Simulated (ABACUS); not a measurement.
# GaN (P6_3mc) in ABACUS: single point with PBE

Aim: the single point of GaN with PBE.

Program: ABACUS 3.10.1. These are calculated values, not measurements. Logs are shortened: lines on timing, memory, paths and dates and some standing lists are left out, and cuts for length are marked.

**The experiment to reproduce.**

From “Studying electronic properties in GaN without electrical contacts using γ-γ vs e−-γ Perturbed Angular Correlations”, 2019, pmc:6823545, for a bulk crystal of GaN: band gap 3.503 ± 0.005 eV (direct).

The runs below are set against these values where they give the same quantity.

## 1. The crystal as given

Symmetry: P6_3mc, No. 186, hexagonal system. The conventional cell has a = 3.180 Å, b = 3.180 Å, c = 5.166 Å, α = 90.00°, β = 90.00°, γ = 120.00°. Around Ga (site symmetry 3m) lie 4 N at 1.94 to 1.95 Å. N (site symmetry 3m) has 4 Ga at 1.94 to 1.95 Å as nearest neighbours.

## 2. Single point, PBE

The input, run_abacus.py:

```python
"""ABACUS run from a structure file: ASE reads it, the script writes STRU, KPT and INPUT."""
import re
import subprocess
import spglib
from ase import Atoms
from ase.io import read
from ase.units import Bohr

atoms = read("GaN.cif")
cell, frac, numbers = spglib.standardize_cell((atoms.cell[:], atoms.get_scaled_positions(), atoms.numbers), to_primitive=True, symprec=1e-4)
atoms = Atoms(numbers=numbers, cell=cell, scaled_positions=frac, pbc=True)  # the primitive cell
atoms = atoms[(-atoms.numbers).argsort(kind="stable")]  # ABACUS lists atoms element by element
pseudo = {'Ga': 'Ga.upf', 'N': 'N.upf'}
orbital = {'Ga': 'Ga_confined-atom_8au_3s3p3d1f.orb', 'N': 'N_confined-atom_6au_3s3p2d1f.orb'}
magmoms = None
kmesh = [9, 9, 5]
params = {
    'suffix': 'GaN',
    'calculation': 'scf',
    'basis_type': 'lcao',
    'pseudo_dir': './',
    'orbital_dir': './',
    'symmetry': 1,
    'dft_functional': 'pbe',
    'ecutwfc': 100,
    'pseudo_rcut': 10,
    'nspin': 1,
    'nbands': 28,
    'ks_solver': 'scalapack_gvx',
    'smearing_method': 'fd',
    'smearing_sigma': 0.00367493,
    'scf_thr': 1e-07,
    'scf_nmax': 100,
    'mixing_type': 'broyden',
    'mixing_beta': 0.7,
    'cal_force': 1,
    'cal_stress': 1,
    'out_mul': 1,
    'out_chg': 1,
}

symbols = atoms.get_chemical_symbols()
elements = list(dict.fromkeys(symbols))
lines = ["ATOMIC_SPECIES"] + [f"{e} {atoms.get_masses()[symbols.index(e)]:.4f} {pseudo[e]}" for e in elements]
if orbital:
    lines += ["", "NUMERICAL_ORBITAL"] + [orbital[e] for e in elements]
lines += ["", "LATTICE_CONSTANT", f"{1 / Bohr:.10f}", "", "LATTICE_VECTORS"]
lines += [" ".join(f"{x:.10f}" for x in v) for v in atoms.cell]
lines += ["", "ATOMIC_POSITIONS", "Direct"]
for e in elements:
    lines += ["", e, "0.0", str(symbols.count(e))]
    for i, p in enumerate(atoms.get_scaled_positions(wrap=False)):
        if symbols[i] == e:
            mag = "" if magmoms is None else " mag " + " ".join(str(x) for x in (magmoms[i] if isinstance(magmoms[i], list) else [magmoms[i]]))
            lines.append(" ".join(f"{x:.10f}" for x in p) + " 1 1 1" + mag)
open("STRU", "w").write("\n".join(lines) + "\n")
open("KPT", "w").write("K_POINTS\n0\nGamma\n%d %d %d 0 0 0\n" % tuple(kmesh))
open("INPUT", "w").write("INPUT_PARAMETERS\n" + "".join(f"{k:<20s}{v}\n" for k, v in params.items()))

done = subprocess.run(['mpirun', '-np', '4', 'abacus'])
if done.returncode:
    raise SystemExit(done.returncode)
log = open("OUT.GaN/running_scf.log").read()
print("final energy (eV):", re.findall(r"FINAL_ETOT_IS (\S+)", log))
```

The input, GaN.cif:

```cif
data_GaN
_cell_length_a 3.18000000
_cell_length_b 3.18000000
_cell_length_c 5.16600000
_cell_angle_alpha 90.00000000
_cell_angle_beta 90.00000000
_cell_angle_gamma 120.00000000
_space_group_name_H-M_alt 'P6_3mc'
_space_group_name_Hall 'P 6c -2c'
_space_group_IT_number 186
loop_
_space_group_symop_operation_xyz
'x,y,z'
'x-y,x,z+1/2'
'-y,x-y,z'
'-x,-y,z+1/2'
'-x+y,-x,z'
'y,-x+y,z+1/2'
'y,x,z+1/2'
'x,x-y,z'
'x-y,-y,z+1/2'
'-y,-x,z'
'-x,-x+y,z+1/2'
'-x+y,y,z'
loop_
_atom_site_label
_atom_site_type_symbol
_atom_site_symmetry_multiplicity
_atom_site_Wyckoff_symbol
_atom_site_fract_x
_atom_site_fract_y
_atom_site_fract_z
_atom_site_occupancy
Ga1 Ga 2 b 0.6666666667 0.3333333333 0.5000000000 1
N1 N 2 b 0.6666666667 0.3333333333 0.8750000000 1
```

Potentials or basis: PseudoDojo NC SR 0.5 PBE standard, TZDP LCAO (the cutoffs set its grid).

Command:

```bash
> OMP_NUM_THREADS=1 python run_abacus.py > log
```

running log:

```text
ABACUS v3.10.1

               Atomic-orbital Based Ab-initio Computation at UStc

 ------------------------------------------------------------------------------------

 READING GENERAL INFORMATION
                           global_out_dir = OUT.GaN/
                           global_in_card = INPUT
                               pseudo_dir = ./
                              orbital_dir = ./
                                    DSIZE = 4
                                    GSIZE = 1
[... 5 lines left out ...]

 READING ATOM TYPE 1
                               atom label = Ga
                      L=0, number of zeta = 3
                      L=1, number of zeta = 3
                      L=2, number of zeta = 3
                      L=3, number of zeta = 1
             number of atom for this type = 2

 READING ATOM TYPE 2
                               atom label = N
                      L=0, number of zeta = 3
                      L=1, number of zeta = 3
                      L=2, number of zeta = 2
                      L=3, number of zeta = 1
             number of atom for this type = 2

                        TOTAL ATOM NUMBER = 4
DIRECT COORDINATES
    atom                   x                   y                   z     mag                  vx                  vy                  vz
taud_Ga1            0.6666666667        0.3333333333        0.5000000000  0.0000        0.0000000000        0.0000000000        0.0000000000
taud_Ga2            0.3333333333        0.6666666667        0.0000000000  0.0000        0.0000000000        0.0000000000        0.0000000000
taud_N1            0.6666666667        0.3333333333        0.8750000000  0.0000        0.0000000000        0.0000000000        0.0000000000
taud_N2            0.3333333333        0.6666666667        0.3750000000  0.0000        0.0000000000        0.0000000000        0.0000000000

                          Volume (Bohr^3) = 305.306
                             Volume (A^3) = 45.2417

 Lattice vectors: (Cartesian coordinate: in unit of a_0)
                +3.18                  +0                  +0
                -1.59            +2.75396                  +0
                   +0                  +0              +5.166
 Reciprocal vectors: (Cartesian coordinate: in unit of 2 pi/a_0)
            +0.314465           +0.181557                  -0
                   -0           +0.363113                  -0
                   +0                  -0           +0.193573
 The esolver type has been set to : ksdft_lcao

                PAO radial cut off (Bohr) = 10

 Read in pseudopotential file is Ga.upf
                     pseudopotential type = NC
          exchange-correlation functional = PBE
                 nonlocal core correction = 1
                        valence electrons = 13
                                     lmax = 2
[... 209 lines left out ...]
         searching radius unit is (Bohr)) = 1.89
                         PeriodicBoundary = 1
                        Radius(unit:lat0) = 10.5
                                   glayer = [ 5, 5, 4 ]
                             glayer_minus = [ 4, 4, 3 ]

Find the coordinate range of the input atom(unit:lat0).
                                  min_tau = [ -19.1, -10.1, -15.5 ]
                                  max_tau = [ 20.7, 12.9, 20 ]
                                BoxNumber = [ 9, 9, 7 ]

 SETUP EXTENDED REAL SPACE GRID FOR GRID INTEGRATION
                          real space grid = [ 40, 40, 64 ]
                 big cell numbers in grid = [ 8, 8, 16 ]
             meshcell numbers in big cell = [ 5, 5, 4 ]
                        extended fft grid = [ 13, 13, 14 ]
                dimension of extened grid = [ 35, 35, 45 ]
                            UnitCellTotal = 75
              Atom number in sub-FFT-grid = 4
    Local orbitals number in sub-FFT-grid = 126
                                ParaV.nnr = 220161

                                 init_chg = atomic

 LCAO ALGORITHM --------------- ION=   1  ELEC=   1--------------------------------

 Density error is 0.121066166669
----------------------------------------------------------
     Energy           Rydberg                 eV
----------------------------------------------------------
 E_KohnSham     -347.0881150191      -4722.3760723385
 E_Harris       -347.2369152595      -4724.4006034718
 E_Fermi        0.7242053001         9.8533186027
----------------------------------------------------------
[... 91 lines left out ...]
 Density error is 6.14997663468e-08
----------------------------------------------------------
     Energy           Rydberg                 eV
----------------------------------------------------------
 E_KohnSham     -347.5065773332      -4728.0695442089
 E_KS(sigma->0) -347.5065773332      -4728.0695442088
 E_Harris       -347.5065742536      -4728.0695023088
 E_band         1.9989154525         27.1966399743
 E_one_elec     -104.3200643525      -1419.3472909208
 E_Hartree      87.1347309683        1185.5288348658
 E_xc           -96.3142957269       -1310.4232207428
 E_Ewald        -234.0069482221      -3183.8278674110
 E_entropy(-TS) -0.0000000000        -0.0000000001
 E_descf        0.0000000000         0.0000000000
 E_exx          0.0000000000         0.0000000000
 E_Fermi        0.8669199275         11.7950507243
----------------------------------------------------------

 charge density convergence is achieved
 final etot is -4728.0695442 eV
 EFERMI = 11.795050724 eV

 STATE ENERGY(eV) AND OCCUPATIONS    NSPIN == 1
 1/36 kpoint (Cartesian) = 0.0000 0.0000 0.0000 (1297 pws)
       1       -5.22664     0.00493827
       2       -4.34198     0.00493827
       3       -2.79479     0.00493827
       4       -2.77474     0.00493827
       5       -2.77474     0.00493827
       6       -2.71247     0.00493827
[... 170 lines left out ...]
      27        24.4472        0.00000
      28        24.8747        0.00000

[... levels at 30 further k points ...]

 correction force for each atom along direction 1 is -0.00180130
 correction force for each atom along direction 2 is 0.00177922
 correction force for each atom along direction 3 is 5.13680e-07
------------------------------------------------------------------------------------------
 TOTAL-FORCE (eV/Angstrom)
------------------------------------------------------------------------------------------
                       Ga1         0.0000000000         0.0000000000        -0.1466305715
                       Ga2         0.0000000000         0.0000000000        -0.1466305715
                        N1         0.0000000000         0.0000000000         0.1466305715
                        N2         0.0000000000         0.0000000000         0.1466305715
------------------------------------------------------------------------------------------

----------------------------------------------------------------
 TOTAL-STRESS (KBAR)
----------------------------------------------------------------
        74.3813980483        -0.0000000000         0.0000000000
         0.0000000000        74.3813980502         0.0000000000
         0.0000000000        -0.0000000000        94.1195101426
----------------------------------------------------------------
 TOTAL-PRESSURE: 80.960769 KBAR

 --------------------------------------------
 !FINAL_ETOT_IS -4728.0695442088554046 eV
 --------------------------------------------
```

Run time: 20 s. Hardware: 4 MPI ranks of AMD EPYC 9R45 (Zen 5), shared host; peak memory 0.68 GiB.

Results:

```
Free energy            : -4728.0695 eV
Pressure               : 8.1 GPa
Largest force          : 0.147 eV/Å
Band gap on the k mesh : 2.03 eV, direct
Mulliken charges       : Ga +0.38; N -0.39, -0.38 e
```

Forces in eV/Å, atoms in the order of the input:
```
Ga   0.000  0.000 -0.147
Ga   0.000  0.000 -0.147
N    0.000  0.000  0.147
N    0.000  0.000  0.147
```

Levels at points of the mesh, in eV from the valence-band top:
```csv
k point,band 15,band 16,band 17,band 18,band 19,band 20,band 21,band 22
"(0.00, 0.00, 0.00)",-1.06,-0.06,0.00,0.00,2.03,4.35,9.29,9.96
```

Caveat: the atomic orbitals were generated for these runs and aren't a published set; Mulliken charges move with the basis; the basis of atomic orbitals isn't converged, which shifts pressures, moduli and gaps.

## 3. How close it comes

Step 2. Measured gap of GaN: 3.503 eV (direct; quoted in “Studying electronic properties in GaN without electrical contacts using γ-γ vs e−-γ Perturbed Angular Correlations”, 2019, pmc:6823545). This calculation gives 2.03 eV (-1.47 eV). Spin-orbit coupling on Ga is left out. The value is that of PBE in an atomic basis (PseudoDojo NC SR 0.5 PBE standard, TZDP LCAO (the cutoffs set its grid)), whose error adds to the functional's,, without temperature or zero-point motion. Semilocal functionals fall short of measured gaps as a rule.
